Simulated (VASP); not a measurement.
# BaTe (R-3m) in VASP: a series of runs

The runs below take BaTe through single point, with r2SCAN, HSE06.

All numbers are computed with VASP 6.6.1; they aren't measurements. Logs are shortened: lines on timing, memory, paths and dates and some standing lists are left out, and cuts for length are marked.

**1. The cell of the first run**

Symmetry: R-3m, No. 166, trigonal system. The conventional cell has a = 4.996 Å, b = 4.996 Å, c = 12.471 Å, α = 90.00°, β = 90.00°, γ = 120.00°. Ba (site symmetry -3m) is surrounded by 6 Te at 3.56 Å. Around Te (site symmetry -3m) lie 6 Ba at 3.56 Å.

The cell was built by a generator and needn't be a form met in nature.

**2. Single point, r2SCAN (shear_111 strain +1.9%)**

Input file POSCAR:

```
BaTe
1.0
    0.0452145516      3.5776013957      3.5776013957
    3.5776013957      0.0452145516      3.5776013957
    3.5776013957      3.5776013957      0.0452145516
Ba Te
1 1
Direct
    0.0000000000      0.0000000000      0.0000000000
    0.5000000000      0.5000000000      0.5000000000
```

Input file INCAR.step1:

```
SYSTEM = BaTe
  PREC = Accurate
  ENCUT = 520
  ISMEAR = 0
  SIGMA = 0.01
  LREAL = .FALSE.
  LASPH = .TRUE.
  NELM = 100
  NBANDS = 15
  GGA = PE
  ALGO = Normal
  EDIFF = 1E-4
  LWAVE = .TRUE.
  LCHARG = .FALSE.
```

Input file INCAR.step2:

```
SYSTEM = BaTe
  PREC = Accurate
  ENCUT = 520
  EDIFF = 1E-6
  ISMEAR = 0
  SIGMA = 0.01
  LREAL = .FALSE.
  LASPH = .TRUE.
  NELM = 100
  ALGO = Normal
  ISIF = 2
  LWAVE = .FALSE.
  LCHARG = .FALSE.
  METAGGA = R2SCAN
  LMIXTAU = .TRUE.
  NBANDS = 15
  ISTART = 1
```

Input file KPOINTS:

```
regular mesh
0
G
  6 6 6
  0 0 0
```

Potentials or basis: VASP PAW PBE potentials, release 64 (Ba_sv, Te).

On the command line:

```console
$ cat potpaw_PBE.64/Ba_sv/POTCAR potpaw_PBE.64/Te/POTCAR > POTCAR
$ cp INCAR.step1 INCAR
$ mpirun -np 1 vasp_std > vasp.out
$ cp INCAR.step2 INCAR
$ mpirun -np 1 vasp_std > vasp.out
```

OUTCAR:

```text
SYSTEM = BaTe
   PREC = Accurate
   ENCUT = 520
   EDIFF = 1E-6
   ISMEAR = 0
   LREAL = .FALSE.
   LASPH = .TRUE.
   NELM = 100
   ISIF = 2
   METAGGA = R2SCAN
   ISTART = 1

 ion  position               nearest neighbor table
   1  0.000  0.000  0.000-   2 3.56   2 3.56   2 3.56   2 3.56   2 3.56   2 3.56
   2  0.500  0.500  0.500-   1 3.56   1 3.56   1 3.56   1 3.56   1 3.56   1 3.56

  LATTYP: Found a trigonal (rhomboedric) cell.
 ALAT       =     5.0596944422
 COS(alpha) =     0.5125972934

  Lattice vectors:

 A1 = (   0.0452145516,   3.5776013957,   3.5776013957)
 A2 = (   3.5776013957,   0.0452145516,   3.5776013957)
 A3 = (   3.5776013957,   3.5776013957,   0.0452145516)

Analysis of symmetry for initial positions (statically):
=====================================================================
 Subroutine PRICEL returns:
 Original cell was already a primitive cell.

 Routine SETGRP: Setting up the symmetry group for a
 trigonal (rhombohedral) supercell.

 Subroutine GETGRP returns: Found 12 space group operations
 (whereof 12 operations were pure point group operations)
 out of a pool of 12 trial point group operations.

The static configuration has the point symmetry D_3d.

Analysis of symmetry for dynamics (positions and initial velocities):
=====================================================================
 Subroutine PRICEL returns:
 Original cell was already a primitive cell.

 Routine SETGRP: Setting up the symmetry group for a
 trigonal (rhombohedral) supercell.

 Subroutine GETGRP returns: Found 12 space group operations
 (whereof 12 operations were pure point group operations)
 out of a pool of 12 trial point group operations.

The dynamic configuration has the point symmetry D_3d.

 Subroutine INISYM returns: Found 12 space group operations
 (whereof 12 operations are pure point group operations),
 and found     1 'primitive' translations

----------------------------------------------------------------------------------------

                                     Primitive cell

  volume of cell :      89.8451

  direct lattice vectors                    reciprocal lattice vectors
     0.045214552  3.577601396  3.577601396    -0.142436188  0.140658513  0.140658513
     3.577601396  0.045214552  3.577601396     0.140658513 -0.142436188  0.140658513
     3.577601396  3.577601396  0.045214552     0.140658513  0.140658513 -0.142436188

  length of vectors
     5.059694442  5.059694442  5.059694442     0.244658338  0.244658338  0.244658338

  position of ions in fractional coordinates (direct lattice)
     0.000000000  0.000000000  0.000000000
     0.500000000  0.500000000  0.500000000
[... 91 lines left out ...]
   EFERMI =   0.00;   METHOD = LEGACY
   ISMEAR =     0;   SIGMA  =   0.01  broadening in eV -4-tet -1-fermi 0-gaus
   EFERMI_NEDOS =   21; number of points for ismear=-14 and -15
   IALGO  =     38    algorithm
   IMIX   =      4    mixing-type and parameters
     AMIX     =   0.40;   BMIX     =  1.00
     AMIX_MAG =   1.60;   BMIX_MAG =  1.00
  volume/ion in A,a.u.               =      44.92       303.15
  Fermi-wavevector in a.u.,A,eV,Ry     =   0.921050  1.740533 11.542284  0.848334
  Thomas-Fermi vector in A             =   2.046424
   LORBIT       =      0    0 simple, 1 ext, 2 COOP (PROOUT), +10 PAW based schemes
   METAGGA = R2SCAN    functional components
   LHFCALC =     F    Hartree Fock is set to
   AEXX    =    0.0000 exact exchange contribution
   IVDW    =     0    specifies the selected vdW correction
   LEPSILON=     F    determine dielectric tensor
   LRPA    =     F    only Hartree local field effects (RPA)
 non-spin polarized calculation
 Gauss-broadening in eV      SIGMA  =   0.01
  energy-cutoff  :      520.00
  volume of cell :       89.85
 maximum number of plane-waves:      2436
 NGX is ok and might be reduce to    40
   NGX = 19   NGY = 19   NGZ = 19

 number of electron      16.0000000 magnetization

 Free energy of the ion-electron system (eV)
  ---------------------------------------------------
  ext. energy  EPLUGINS =         0.00000000
  ---------------------------------------------------
  free energy    TOTEN  =       -56.02676459 eV

  energy without entropy =      -56.02676459  energy(sigma->0) =      -56.02676459

 E-fermi :   1.8580     XC(G=0):  -8.4350

 val. band max:        1.8013294836   @ k =   0.0000   0.0000   0.0000
 cond. band min:       3.7466937936   @ k =   0.5000   0.5000   0.0000
 fundamental gap:      1.9453643101
 Fermi energy:         1.8579742138

 k-point     1 :       0.0000    0.0000    0.0000
  band No.  band energies     occupation
      1     -26.1614      2.00000
      2     -10.8787      2.00000
      3     -10.8787      2.00000
      4     -10.8763      2.00000
      5      -7.9331      2.00000
      6       1.7360      2.00000
      7       1.8013      2.00000
      8       1.8013      2.00000
      9       5.0247      0.00000
     10       5.1842      0.00000
     11       5.1842      0.00000
     12       5.2049      0.00000
     13       5.7877      0.00000
     14       5.7877      0.00000
[... 401 lines left out ...]
      2     -11.0258      2.00000
      3     -10.9871      2.00000
      4     -10.9720      2.00000
      5      -7.6011      2.00000
      6       0.7319      2.00000
      7       0.7685      2.00000
      8       1.0569      2.00000
      9       4.7409      0.00000
     10       6.7133      0.00000
     11       6.9379      0.00000
     12       7.4920      0.00000
     13       7.8920      0.00000
     14       8.6849      0.00000
     15      10.2466      0.00000

 [... further k-points ...]

------------------------ aborting loop because EDIFF is reached ----------------------------------------

  FORCE on cell =-STRESS in cart. coord.  units (eV):
  Direction    XX          YY          ZZ          XY          YZ          ZX
  --------------------------------------------------------------------------------------
  -------------------------------------------------------------------------------------
  Total       -0.1617344     -0.1617344     -0.1617344     -0.0898459     -0.0898459     -0.0898459
  in kB       -2.8841558     -2.8841558     -2.8841558     -1.6021915     -1.6021915     -1.6021915
  external PRESSURE =      -2.8841558 kB  Pullay stress =       0.0000000 kB

 VOLUME and BASIS-vectors are now :
 -----------------------------------------------------------------------------
  energy-cutoff  :      520.00
  volume of cell :       89.85
      direct lattice vectors                 reciprocal lattice vectors
     0.045214552  3.577601396  3.577601396    -0.142436188  0.140658513  0.140658513
     3.577601396  0.045214552  3.577601396     0.140658513 -0.142436188  0.140658513
     3.577601396  3.577601396  0.045214552     0.140658513  0.140658513 -0.142436188

 POSITION                                       TOTAL-FORCE (eV/Angst)
 -----------------------------------------------------------------------------------
      0.00000      0.00000      0.00000         0.000000     -0.000000     -0.000000
      3.60021      3.60021      3.60021         0.000000      0.000000      0.000000
 -----------------------------------------------------------------------------------
    total drift:                                0.000000     -0.000000     -0.000000

  FREE ENERGIE OF THE ION-ELECTRON SYSTEM (eV)
  ---------------------------------------------------
  free  energy   TOTEN  =       -56.0267645890 eV

  energy  without entropy=      -56.0267645890  energy(sigma->0) =      -56.02676459
```

OUTCAR.step1:

```text
SYSTEM = BaTe
   PREC = Accurate
   ENCUT = 520
   ISMEAR = 0
   LREAL = .FALSE.
   LASPH = .TRUE.
[... 656 lines left out ...]
      0.00000      0.00000      0.00000         0.000000      0.000000      0.000000
      3.60021      3.60021      3.60021        -0.000000     -0.000000     -0.000000
 -----------------------------------------------------------------------------------
    total drift:                                0.000000     -0.000000     -0.000000

  FREE ENERGIE OF THE ION-ELECTRON SYSTEM (eV)
  ---------------------------------------------------
  free  energy   TOTEN  =        -8.6269873651 eV

  energy  without entropy=       -8.6269873651  energy(sigma->0) =       -8.62698737
```

OSZICAR.step1:

```text
N       E                     dE             d eps       ncg     rms          rms(c)
DAV:   1     0.879321402192E+02    0.87932E+02   -0.61638E+03   960   0.880E+02
DAV:   2    -0.291601802697E+01   -0.90848E+02   -0.83522E+02  1287   0.154E+02
DAV:   3    -0.859450021400E+01   -0.56785E+01   -0.56349E+01  1278   0.421E+01
DAV:   4    -0.873577627015E+01   -0.14128E+00   -0.14123E+00  1294   0.671E+00
DAV:   5    -0.873832538547E+01   -0.25491E-02   -0.25490E-02  1318   0.770E-01    0.350E+00
DAV:   6    -0.861624395436E+01    0.12208E+00   -0.14249E-01  1156   0.185E+00    0.230E+00
DAV:   7    -0.861884777062E+01   -0.26038E-02   -0.11482E-01  1172   0.185E+00    0.838E-01
DAV:   8    -0.862637506417E+01   -0.75273E-02   -0.16137E-02  1030   0.841E-01    0.199E-01
DAV:   9    -0.862671921370E+01   -0.34415E-03   -0.94500E-04  1345   0.190E-01    0.706E-02
DAV:  10    -0.862697433099E+01   -0.25512E-03   -0.46372E-04  1023   0.143E-01    0.244E-02
DAV:  11    -0.862698736514E+01   -0.13034E-04   -0.38746E-05   851   0.373E-02
   1 F= -.86269874E+01 E0= -.86269874E+01  d E =-.246016E-56
```

Wall time 90 s (1 thread of Intel Xeon 6975P-C (Granite Rapids), shared host); peak memory 0.28 GiB.

What came out:

```yaml
Free_energy: -56.0268 eV
Pressure: -0.3 GPa
Band_gap_on_the_k_mesh: 1.95 eV, indirect (least direct gap 2.33 eV)
```

Stress tensor (GPa, compression positive):
```
-0.29 -0.16 -0.16
-0.16 -0.29 -0.16
-0.16 -0.16 -0.29
```

Levels at points of the mesh, in eV from the valence-band top:
```
           k point  band 6  band 7  band 8  band 9  band 10  band 11
(0.00, 0.00, 0.00)   -0.07    0.00    0.00    3.22     3.38     3.38
(0.50, 0.00, 0.00)   -2.11   -1.11   -1.03    4.54     5.07     5.30
(0.50, 0.50, 0.00)   -1.15   -0.44   -0.38    1.95     4.84     5.12
(0.50, 0.50, 0.50)   -2.13   -1.00   -1.00    4.58     5.09     5.23
```

Caveat: the PAW data sets were made with another functional, which shifts forces and pressure a little; spin-orbit coupling is left out, which moves the levels of the heavy elements. A k mesh can miss the band edges.

**3. Single point, HSE06 (shear_111 strain +1.9%)**

POSCAR is that of step 2.

Input file INCAR.step1:

```
SYSTEM = BaTe
ALGO = Normal
EDIFF = 1E-5
ENCUT = 520
GGA = PE
ISIF = 2
ISMEAR = 0
LASPH = .TRUE.
LCHARG = .FALSE.
LREAL = .FALSE.
LWAVE = .TRUE.
NBANDS = 15
NELM = 100
PREC = Accurate
SIGMA = 0.01
```

Input file INCAR.step2:

```
SYSTEM = BaTe
ALGO = Normal
EDIFF = 1E-6
ENCUT = 520
GGA = PE
HFSCREEN = 0.2079
ISIF = 2
ISMEAR = 0
ISTART = 1
LASPH = .TRUE.
LCHARG = .FALSE.
LHFCALC = .TRUE.
LREAL = .FALSE.
LWAVE = .FALSE.
NBANDS = 15
NELM = 100
PREC = Accurate
PRECFOCK = Normal
SIGMA = 0.01
```

Input file KPOINTS:

```
k-points
0
G
  4 4 4
  0 0 0
```

Potentials or basis: VASP PAW PBE potentials, release 64 (Ba_sv, Te).

On the command line:

```console
$ cat potpaw_PBE.64/Ba_sv/POTCAR potpaw_PBE.64/Te/POTCAR > POTCAR
$ cp INCAR.step1 INCAR
$ mpirun -np 1 vasp_std > vasp.out
$ cp INCAR.step2 INCAR
$ mpirun -np 1 vasp_std > vasp.out
```

It took 11 min on 1 thread of Intel Xeon 6975P-C (Granite Rapids), shared host; peak memory 0.35 GiB.

It converged, with:

```
Free energy            : -9.7959 eV
Pressure               : -0.6 GPa
Band gap on the k mesh : 2.31 eV, indirect (least direct gap 2.73 eV)
```

Stress tensor (GPa, compression positive):
```
-0.57 -0.16 -0.16
-0.16 -0.57 -0.16
-0.16 -0.16 -0.57
```

Levels at points of the mesh, in eV from the valence-band top:
| k point | band 6 | band 7 | band 8 | band 9 | band 10 | band 11 |
| --- | --- | --- | --- | --- | --- | --- |
| (0.00, 0.00, 0.00) | -0.07 | 0.00 | 0.00 | 3.42 | 3.71 | 3.81 |
| (0.50, 0.00, 0.00) | -2.29 | -1.17 | -1.09 | 4.81 | 5.56 | 5.81 |
| (0.50, 0.50, 0.00) | -1.26 | -0.48 | -0.42 | 2.31 | 5.26 | 5.26 |
| (0.50, 0.50, 0.50) | -2.30 | -1.06 | -1.06 | 4.85 | 5.57 | 5.75 |

Caveat: the PAW data sets were made with another functional, which shifts forces and pressure a little; spin-orbit coupling is left out, which moves the levels of the heavy elements.
